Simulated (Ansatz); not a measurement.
All numbers below come from DFT PBE, scalar-relativistic, plane waves, PAW in Ansatz. Cutoff 420 eV, Γ-centred 8×8×4 mesh (4-atom cell), Gaussian smearing of 0.02 eV, no spin polarisation.

Energies over the elements count from the elements' standard structures at the same level, with no fitted energy shifts.

Question: Propose a candidate for a hexagonal semiconductor with formula PbSe, with a gap near 0.7 eV, a formation energy near −0.49 eV/atom and about 31 Å³ per atom, in a cell of 4 atoms.

Answer: PbSe, space group P6_3mc (No. 186). Around Pb lie 3 Se at 2.96 Å and 3 Se at 3.39 Å; around Se lie 3 Pb at 2.96 Å and 3 Pb at 3.39 Å.

```
Pb Se
1.0
     4.26722    0.00000    0.00000
    -2.13361    3.69552    0.00000
     0.00000    0.00000    7.92769
Pb Se
2 2
Direct
  0.66667 0.33333 0.22786
  0.33333 0.66667 0.72786
  0.00000 0.00000 0.52199
  0.00000 0.00000 0.02199
```

- Volume per atom: 31.25 Å³
- Density: 7.60 g/cm³
- Formation energy: −0.488 eV/atom
- Gap on the 8×8×4 mesh of the 4-atom cell: 0.72 eV

It was reached by relaxing an invented guess, and it needn't be the stable form of this composition. Other answers may fit too; this one was computed.

These runs have no spin–orbit coupling, which can matter for Pb. Kohn–Sham gaps at this level usually fall short of measured ones. The missing spin–orbit coupling can work the other way here. The reference form of Se is held partly by dispersion forces, which this level lacks. This cell was reached by moving the atoms of another relaxed cell at random and relaxing again, last within the group found; it had no such test of its own.
